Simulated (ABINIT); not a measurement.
Runs of ABINIT 10.8.3 (patched build) on Ru. It takes space group P6_3/mmc (No. 194, hexagonal). The conventional cell has a = 2.706 Å, b = 2.706 Å, c = 4.282 Å, α = 90.00°, β = 90.00°, γ = 120.00°. Ru (site symmetry -6m2) has 12 Ru at 2.65 to 2.71 Å as nearest neighbours. 

```tsv
task	level	potentials or basis	k mesh	cutoff (eV)	fine-grid cutoff	mesh quality	gap on the mesh (eV)	pressure (GPa)
band structure	HCTH407	JTH PAW PBE v2.0	11 × 11 × 6	408	816.342 eV	not flagged	none	-5.6
band structure	SOGGA	JTH PAW PBE v2.0	11 × 11 × 6	408	816.342 eV	not flagged	none	-9.2
band structure	LDA-Teter	JTH PAW LDA v2.0	11 × 11 × 6	408	816.342 eV	not flagged	none	(a)
single point	LDA	JTH PAW LDA v2.0	9 × 9 × 5	408	816.342 eV	not flagged	none	-12.8
single point	PBEsol	JTH PAW PBE v2.0	9 × 9 × 5	408	816.342 eV	not flagged	none	-6.2
single point	r2SCAN	JTH PAW PBE v2.0	4 × 4 × 2	490	979.61 eV	coarse	none	(b)
band structure	OLYP	JTH PAW PBE v2.0	11 × 11 × 6	408	816.342 eV	not flagged	none	-3.2
single point	r2SCAN	JTH PAW PBE v2.0	9 × 9 × 5	490	979.61 eV	not flagged	none	-0.8
band structure	BP86	JTH PAW PBE v2.0	11 × 11 × 6	408	816.342 eV	not flagged	none	6.4
band structure	PBEsol	JTH PAW PBE v2.0	11 × 11 × 6	408	816.342 eV	not flagged	none	-6.0
```

Alike in all rows: no spin polarisation; cell as given; smearing fermi-dirac 0.05 eV.

Q: Estimate the missing entries.

A: (a) -12.3; (b) -4.7.

Caveats: some runs use coarse meshes; the PAW data sets were made with another functional, which shifts forces and pressure a little (some runs).

A k mesh can miss the band edges, and the runs leave out spin-orbit coupling on Ru.

A gap of «none» marks a metal or a gap under the smearing width.

Runs at the PBE level aren't shown here.
